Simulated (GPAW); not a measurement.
Here is a GPAW 26.7.0 calculation.

The input run.py:

```python
from ase import Atoms
from ase.dft.bandgap import bandgap
from ase.io import write
from ase.units import GPa
from gpaw import GPAW, PW

atoms = Atoms(['Ni', 'O'],
              cell=[[0.0, 2.0859016414, 2.0859016414],
                    [2.0859016414, 0.0, 2.0859016414],
                    [2.0859016414, 2.0859016414, 0.0]],
              scaled_positions=[[0.0, 0.0, 0.0],
                                [0.5, 0.5, 0.5]],
              pbc=True)
atoms.set_initial_magnetic_moments([1.0, 0.0])

calc = GPAW(mode=PW(800),
            xc='PBE',
            kpts={'size': (11, 11, 11), 'gamma': True},
            occupations={'name': 'methfessel-paxton', 'order': 0, 'width': 0.019000000000000003},
            nbands=22,
            convergence={'density': 1e-05, 'energy': 1e-05},
            maxiter=150,
            txt='gpaw.txt')
atoms.calc = calc
energy = atoms.get_potential_energy()
forces = atoms.get_forces()
stress = atoms.get_stress()
calc.write('gs.gpw')
write('result.traj', atoms)
print(f'Energy: {energy:.6f} eV')
print('Forces (eV/A):')
print(forces.round(4))
print('Stress (GPa):', (stress / GPa).round(3))
print('Moments:', calc.get_magnetic_moments().round(3))
print('Fermi level:', round(calc.get_fermi_level(), 4), 'eV')
print(f'Gap: {bandgap(calc)[0]:.4f} eV, direct: {bandgap(calc, direct=True)[0]:.4f} eV')
```

Potentials or basis: GPAW PAW data sets (gpaw-data 1.2.1), pw.

Command:

```bash
$ OMP_NUM_THREADS=1 python run.py
```

Q: Estimate the pressure.

A: 10.2 GPa.

Q: Estimate the net moment.

A: 1.78 μB per cell.

Q: Predict the site moments.

A: Ni +1.48; O +0.21 μB.

Q: Estimate the band gap on the k mesh.

A: None (metal or under the smearing width).

Caveat: the stock nickel data set gives pressures a few GPa off other programs; a cell with one magnetic atom can't hold antiferromagnetic order, which such compounds often take; semilocal functionals often make such compounds metallic where correlation or magnetic order opens a gap, which also shifts bond lengths.

The gap isn't set beside the measured one, since this odd mesh misses points on the zone boundary.
